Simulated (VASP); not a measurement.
Crystal: Ga2O3.

```
Ga O
1.0
     6.10700   -1.51855    0.00000
     6.10700    1.51855    0.00000
    -1.38599    0.00000    5.63001
Ga O
4 6
Direct
  0.09050 0.09050 0.79460
  0.90950 0.90950 0.20540
  0.65866 0.65866 0.31402
  0.34134 0.34134 0.68598
  0.16450 0.16450 0.10980
  0.83550 0.83550 0.89020
  0.17330 0.17330 0.56320
  0.82670 0.82670 0.43680
  0.49590 0.49590 0.25660
  0.50410 0.50410 0.74340
```

```yaml
Program: VASP 6.6.1
Task: relaxation of cell and atoms
Functional: PBE
Dispersion: D3(BJ)
Potentials_or_basis: VASP PAW PBE potentials, release 64 (Ga_d, O)
Cutoff: 600 eV
k_mesh: 10 × 10 × 6
Occupations: gaussian, width 0.03 eV
Spin: no spin polarisation
```

At the start: pressure 6.8 GPa; volume 10.44 Å³/atom.

**Question.** How do energy, volume and symmetry change on relaxing?

**Answer.** Over 17 steps the energy falls by 7.6 meV/atom and the volume is 10.79 Å³/atom (+3.3 %); space group C2/m (No. 12, to 0.05 Å).

The path:
| step | energy change (eV) | largest force (eV/Å) | pressure (GPa) | volume (Å³) |
| --- | --- | --- | --- | --- |
| 1 | 0.0000 | 0.2463 | 6.79 | 104.42 |
| 2 | -0.0123 | 0.3056 | -5.45 | 111.26 |
| 3 | -0.0745 | 0.0971 | -0.02 | 107.91 |
| 4 | -0.0744 | 0.0938 | 0.22 | 107.84 |
| 5 | -0.0753 | 0.0622 | 0.04 | 107.96 |
| 6 | -0.0754 | 0.0321 | 0.09 | 107.93 |
| 7 | -0.0756 | 0.0236 | -0.14 | 108.02 |
| 8 | -0.0756 | 0.0234 | -0.17 | 108.02 |
| 9 | -0.0758 | 0.0264 | 0.05 | 107.94 |
| 10 | -0.0758 | 0.0278 | 0.07 | 107.91 |
| 11 | -0.0759 | 0.0132 | 0.00 | 107.92 |
| 12 | -0.0759 | 0.0153 | -0.01 | 107.92 |
| 13 | -0.0759 | 0.0245 | -0.03 | 107.93 |
| 14 | -0.0759 | 0.0180 | 0.00 | 107.93 |
| 15 | -0.0760 | 0.0120 | -0.05 | 107.93 |
| 16 | -0.0760 | 0.0116 | -0.05 | 107.93 |
| 17 | -0.0760 | 0.0085 | 0.04 | 107.89 |

Final structure:
```
Ga O
1.0
     6.18162   -1.53484    0.01053
     6.18162    1.53484    0.01053
    -1.39322    0.00000    5.68319
Ga O
4 6
Direct
  0.09049 0.09049 0.79518
  0.90951 0.90951 0.20482
  0.65874 0.65874 0.31375
  0.34126 0.34126 0.68625
  0.16562 0.16562 0.10883
  0.83438 0.83438 0.89117
  0.17313 0.17313 0.56277
  0.82687 0.82687 0.43723
  0.49616 0.49616 0.25558
  0.50384 0.50384 0.74442
```
